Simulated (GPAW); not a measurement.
# Ag (Fm-3m) in GPAW: notebook, part 2 of 2

GPAW 26.7.0. Earlier steps stand in the parts before.

## Step 3: Band structure, PBE

run.py

```python
from ase import Atoms
from ase.dft.bandgap import bandgap
from ase.io import write
from ase.units import GPa
from gpaw import GPAW, PW, setup_paths

setup_paths.insert(0, '.')

atoms = Atoms(['Ag'],
              cell=[[0.0, 2.04275, 2.04275],
                    [2.04275, 0.0, 2.04275],
                    [2.04275, 2.04275, 0.0]],
              scaled_positions=[[0.0, 0.0, 0.0]],
              pbc=True)

calc = GPAW(mode=PW(600),
            xc='PBE',
            kpts={'size': (11, 11, 11), 'gamma': True},
            occupations={'name': 'fermi-dirac', 'width': 0.05},
            setups={'Ag': 'jth'},
            nbands=-10,
            convergence={'density': 1e-05, 'energy': 1e-05},
            maxiter=150,
            txt='gpaw.txt')
atoms.calc = calc
energy = atoms.get_potential_energy()
forces = atoms.get_forces()
stress = atoms.get_stress()
calc.write('gs.gpw')
write('result.traj', atoms)
print(f'Energy: {energy:.6f} eV')
print('Forces (eV/A):')
print(forces.round(4))
print('Stress (GPa):', (stress / GPa).round(3))
print('Fermi level:', round(calc.get_fermi_level(), 4), 'eV')
print(f'Gap: {bandgap(calc)[0]:.4f} eV, direct: {bandgap(calc, direct=True)[0]:.4f} eV')

path = atoms.cell.bandpath('GXWKGLUWLK,UX', npoints=60, eps=1e-4)
bs_calc = calc.fixed_density(kpts=path, symmetry='off', nbands=-17,
                             convergence={'bands': 'CBM+6.0', 'eigenstates': 1e-6}, txt='bands.txt')
bs = bs_calc.band_structure()
bs.write('bs.json')
print(f'Gap on the path: {bandgap(bs_calc)[0]:.4f} eV')
```

Potentials or basis: JTH PAW 2.0, PBE, pw.

The run is started by

```bash
$ OMP_NUM_THREADS=1 python run.py
```

gpaw.txt:

```text
__  _  _
 | _ |_)|_||  |
 |__||  | ||/\| - 26.7.0

Input parameters:
  mode=PW(ecut=600.0),
  convergence={'density': 1e-05, 'energy': 1e-05},
  kpts=MonkhorstPack(size=(11, 11, 11), gamma=True),
  maxiter=150,
  nbands=-10,
  occupations=Occupations(name='fermi-dirac', width=0.05),
  setups={'Ag': 'jth'},
  xc=XC(name='PBE')

Diagonalizing LCAO Hamiltonian
Converting LCAO to pw mode

       Ag

Atoms  # Å, Bohr magnetons
|   | symbol |        x |        y |        z |    initial magnetic moments |
|---|--------|----------|----------|----------|-----------------------------|
| 0 |     Ag | 0.000000 | 0.000000 | 0.000000 | ( 0.0000,  0.0000,  0.0000) |

Unit cell  # Å
| periodic |        x |        y |        z |  lengths |    angles |
|----------|----------|----------|----------|----------|-----------|
|      yes | 0.000000 | 2.042750 | 2.042750 | 2.888885 | 60.000000 |
|      yes | 2.042750 | 0.000000 | 2.042750 | 2.888885 | 60.000000 |
|      yes | 2.042750 | 2.042750 | 0.000000 | 2.888885 | 60.000000 |

Number of symmetries: 48
Symmetry operations  # r_c * U_cc + t_c -> r_c
|    | kind |            matrix            |
|----|------|------------------------------|
|  0 |  σ   |  1, 0, 0,  1, 0,-1,  1,-1, 0 |
|  1 |  C2  |  1, 0, 0,  1,-1, 0,  1, 0,-1 |
|  2 |  E   |  1, 0, 0,  0, 1, 0,  0, 0, 1 |
|  3 |  σ   |  1, 0, 0,  0, 0, 1,  0, 1, 0 |
|  4 |  C4  |  1, 0,-1,  1, 0, 0,  1,-1, 0 |
|  5 |  S6  |  1, 0,-1,  1,-1, 0,  1, 0, 0 |
|  6 |  σ   |  1, 0,-1,  0, 1,-1,  0, 0,-1 |
|  7 |  C3  |  1, 0,-1,  0, 0,-1,  0, 1,-1 |
|  8 |  S6  |  1,-1, 0,  1, 0, 0,  1, 0,-1 |
|  9 |  C4  |  1,-1, 0,  1, 0,-1,  1, 0, 0 |
| 10 |  C3  |  1,-1, 0,  0,-1, 1,  0,-1, 0 |
| 11 |  σ   |  1,-1, 0,  0,-1, 0,  0,-1, 1 |
| 12 |  σ   |  0, 1, 0,  1, 0, 0,  0, 0, 1 |
| 13 |  C4  |  0, 1, 0,  0, 1,-1, -1, 1, 0 |
| 14 |  C3  |  0, 1, 0,  0, 0, 1,  1, 0, 0 |
| 15 |  S6  |  0, 1, 0, -1, 1, 0,  0, 1,-1 |
| 16 |  C2  |  0, 1,-1,  1, 0,-1,  0, 0,-1 |
| 17 |  σ   |  0, 1,-1,  0, 1, 0, -1, 1, 0 |
| 18 |  S4  |  0, 1,-1,  0, 0,-1,  1, 0,-1 |
| 19 |  C4  |  0, 1,-1, -1, 1, 0,  0, 1, 0 |
| 20 |  C3  |  0, 0, 1,  1, 0, 0,  0, 1, 0 |
| 21 |  σ   |  0, 0, 1,  0, 1, 0,  1, 0, 0 |
| 22 |  S6  |  0, 0, 1,  0,-1, 1, -1, 0, 1 |
| 23 |  C4  |  0, 0, 1, -1, 0, 1,  0,-1, 1 |
| 24 |  S4  |  0, 0,-1,  1, 0,-1,  0, 1,-1 |
| 25 |  C3  |  0, 0,-1,  0, 1,-1,  1, 0,-1 |
| 26 |  C2  |  0, 0,-1,  0,-1, 0, -1, 0, 0 |
| 27 |  S6  |  0, 0,-1, -1, 0, 0,  0,-1, 0 |
| 28 |  S4  |  0,-1, 1,  1,-1, 0,  0,-1, 0 |
| 29 |  C4  |  0,-1, 1,  0, 0, 1, -1, 0, 1 |
| 30 |  C2  |  0,-1, 1,  0,-1, 0,  1,-1, 0 |
| 31 |  σ   |  0,-1, 1, -1, 0, 1,  0, 0, 1 |
| 32 |  C3  |  0,-1, 0,  1,-1, 0,  0,-1, 1 |
| 33 |  S6  |  0,-1, 0,  0, 0,-1, -1, 0, 0 |
| 34 |  S4  |  0,-1, 0,  0,-1, 1,  1,-1, 0 |
| 35 |  C2  |  0,-1, 0, -1, 0, 0,  0, 0,-1 |
| 36 |  C2  | -1, 1, 0,  0, 1, 0,  0, 1,-1 |
| 37 |  S6  | -1, 1, 0,  0, 1,-1,  0, 1, 0 |
| 38 |  S4  | -1, 1, 0, -1, 0, 1, -1, 0, 0 |
[... 83 lines left out ...]

eigensolver:
  PPCG
  Converge bands: occupied
  niter=2

density mixing:
  MSR1-Mixer
  Pratt-step length: 0.05
  Maximum mixing coefficient: 0.75
  Old densities: 10
  SVD Regularization: 0.005
  Good broyden scale: 1.0
  Trust region scale: 1.0
  Backstep threshold: 4.0
  History deletion threshold: 6.0
  Fourier metric: weight=20.0, sigma=0.015

occupation numbers:
  Fermi-Dirac:
    width: 0.0500  # eV

poisson solver:
  ecut: 4800.0  # eV

xc functional:
  name: PBE with 2 nearest neighbor stencil

convergence criteria:
- Maximum integral of absolute [dens]ity change: 1e-05 electrons / valence electron
- Maximum [total energy] change in last 3 cyles: 1e-05 eV / valence electron
- Maximum integral of absolute [eigenst]ate change: 4e-08 eV^2 / valence electron
maximum number of iterations: 150

SCF iterations
|iter     | |      energy | eigst |  dens |
|---------|-|-------------|-------|-------|
|iter:   1| |   -3.033968 | -1.51 |       |
|iter:   2| |   -2.961183 | -3.92 | -1.11 |
|iter:   3| |   -2.726669 | -2.39 | -1.16 |
|iter:   4| |   -2.724183 | -5.25 | -2.07 |
|iter:   5| |   -2.723437 | -5.39 | -2.36 |
|iter:   6| |   -2.723437 | -8.30c| -3.96 |
|iter:   7| |   -2.723437c| -8.61c| -4.27 |
|iter:   8| |   -2.723437c| -9.91c| -5.77c|

Converged in 8 steps
Energy contributions relative to reference atoms: (reference = -144656.677187)

Energy contributions:
  Kinetic:          -8.987999
  Coulomb:           7.860606
  Zero:              0.049307
  External:          0.000000
  Xc:               -1.643927
  Entropy:          -0.002852
  Spinorbit:         0.000000
  ----------------------------
  Free energy:      -2.724863
  Extrapolated:     -2.723437

dipole moment: (-34.841786, -34.841786, -34.841786)  # |e|*Ang

Fermi level: 6.054
Eigenvalues  # (at kpt = [0.000, 0.000, 0.000])
| band index |      eig [eV] | occ [0-2] |
|------------|---------------|-----------|
|          0 |        -1.974 |     2.000 |
|          1 |         0.987 |     2.000 |
|          2 |         0.987 |     2.000 |
|          3 |         0.987 |     2.000 |
|          4 |         2.018 |     2.000 |
|          5 |         2.018 |     2.000 |
|          6 |        22.510 |     0.000 |
|          7 |        25.915 |     0.000 |
|          8 |        25.915 |     0.000 |
|          9 |        25.915 |     0.000 |
|         10 |        30.273 |     0.000 |
|         11 |        31.306 |     0.000 |
|         12 |        31.306 |     0.000 |
|         13 |        31.306 |     0.000 |
|         14 |        35.793 |     0.000 |

No gap
No difference between direct/indirect transitions

Forces  # eV/Ang
|       x |        y |       z |
|---------|----------|---------|
| 0.00000 | -0.00000 | 0.00000 |  # Ag   0

Stress tensor  # eV/Ang^3
|         x |         y |         z |
|-----------|-----------|-----------|
| -0.027734 |  0.000000 |  0.000000 |
|  0.000000 | -0.027734 |  0.000000 |
|  0.000000 |  0.000000 | -0.027734 |

# Writing to gs.gpw (mode='')
```

stdout:

```text
Energy: -2.723437 eV
Forces (eV/A):
[[ 0. -0.  0.]]
Stress (GPa): [-4.443 -4.443 -4.443  0.     0.     0.   ]
Fermi level: 6.0539 eV
Gap: 0.0000 eV, direct: 0.0000 eV
Gap on the path: 0.0000 eV
```

It took 10 s on 1 thread of AMD EPYC 9R14 (Zen 4), shared host; peak memory 0.17 GiB.

Results:

| Quantity | Value |
| --- | --- |
| Free energy | -2.7249 eV |
| Pressure | 4.4 GPa |
| Band gap along the path | none (metal or under the smearing width) |

Levels at the corners of the path, in eV from the Fermi level:
```
point  band 3  band 4  band 5  band 6  band 7
    Γ   -5.07   -5.07   -4.04   -4.04   16.46
    X   -3.27   -3.03   -3.03    1.37    6.48
    W   -5.34   -4.03   -3.03    5.72    5.72
    K   -4.35   -3.81   -3.31    4.05    5.03
    Γ   -5.07   -5.07   -4.04   -4.04   16.46
    L   -5.09   -3.24   -3.24   -0.64    3.34
    U   -4.35   -3.81   -3.31    4.05    5.03
    W   -5.34   -4.03   -3.03    5.72    5.72
    L   -5.09   -3.24   -3.24   -0.64    3.34
    K   -4.35   -3.81   -3.31    4.05    5.03
    U   -4.35   -3.81   -3.31    4.05    5.03
    X   -3.27   -3.03   -3.03    1.37    6.48
```

Caveat: the program truncates these outside data sets.

## Step 4: Equation of state, OLYP+D3

run.py

```python
from ase.calculators.mixing import SumCalculator
from ase.eos import EquationOfState
from ase.io import Trajectory, read
from ase.units import GPa
from dftd3.ase import DFTD3
from gpaw import GPAW, PW, setup_paths

setup_paths.insert(0, '.')

atoms = read('POSCAR')

traj = Trajectory('eos.traj', 'w')
volumes, energies = [], []
for x in [0.94, 0.96, 0.98, 1.0, 1.02, 1.04, 1.06]:
    a = atoms.copy()
    a.set_cell(atoms.cell * x**(1 / 3), scale_atoms=True)
    calc = GPAW(mode=PW(600),
                xc='GGA_X_OPTX+GGA_C_LYP',
                kpts={'size': (11, 11, 11), 'gamma': True},
                occupations={'name': 'fermi-dirac', 'width': 0.05},
                nbands=18,
                convergence={'density': 1e-05, 'energy': 1e-05},
                eigensolver='davidson',
                maxiter=150,
                txt=f'eos-{x:.2f}.txt')
    a.calc = SumCalculator([calc, DFTD3(method='olyp', damping='d3zero')])
    energies.append(a.get_potential_energy())
    volumes.append(a.get_volume())
    p = -a.get_stress()[:3].mean() / GPa
    calc.write(f'eos-{x:.2f}.gpw')
    traj.write(a)
    print(f'{x:.2f} {volumes[-1]:10.4f} A^3 {energies[-1]:14.6f} eV {p:9.3f} GPa', flush=True)

v0, e0, B = EquationOfState(volumes, energies, eos='birchmurnaghan').fit()
print(f'V0 = {v0:.4f} A^3, E0 = {e0:.6f} eV, B0 = {B / GPa:.2f} GPa')
```

POSCAR

```
Ag
1.0
    0.0000000000      2.0427500000      2.0427500000
    2.0427500000      0.0000000000      2.0427500000
    2.0427500000      2.0427500000      0.0000000000
Ag
1
Direct
    0.0000000000      0.0000000000      0.0000000000
```

Potentials or basis: PAW data sets generated in the run's folder for this functional, pw.

The run is started by

```bash
$ gpaw-setup -f GGA_X_OPTX+GGA_C_LYP Ag
$ OMP_NUM_THREADS=1 python run.py
```

It took 47 s on 1 thread of AMD EPYC 9R14 (Zen 4), shared host; peak memory 0.2 GiB.

The run converged. Its results:

```yaml
Equilibrium_volume: 16.72 Å³/atom
Bulk_modulus: 85 GPa
Pressure_derivative_of_the_bulk_modulus: "5.5 (rough: it moves with the points fitted)"
```

Energy against volume, from the lowest point:
```tsv
volume (Å³/atom)	energy (meV/atom)
16.025	8.28
16.366	2.09
16.707	0.00
17.048	1.68
17.389	6.61
17.730	14.36
18.071	24.55
```

## Step 5: The runs side by side

```tsv
task	level	potentials or basis	band path	band points	data set	eigensolver	V0 of scaled cells (Å³/atom)	B0 (GPa)
equation of state	vdW-DF-cx	GPAW PAW data sets (gpaw-data 1.2.1), pw	-	-	-	-	17.27	106
band structure	PBE	JTH PAW 2.0, PBE, pw	GXWKGLUWLK,UX	60	Ag jth	-	-	-
equation of state	OLYP+D3	PAW data sets generated in the run's folder for this functional, pw	-	-	-	davidson	16.72	85
```

Alike in all rows: no spin polarisation; cell as given; k mesh 11 × 11 × 11; cutoff (eV) 600; smearing fermi-dirac 0.05 eV.

Caveats: the PAW data sets were made with another functional, which shifts forces and pressure a little (some runs); the program truncates these outside data sets (some runs).

Total energies depend on the potentials used, so only differences within one code and one set of settings carry meaning.
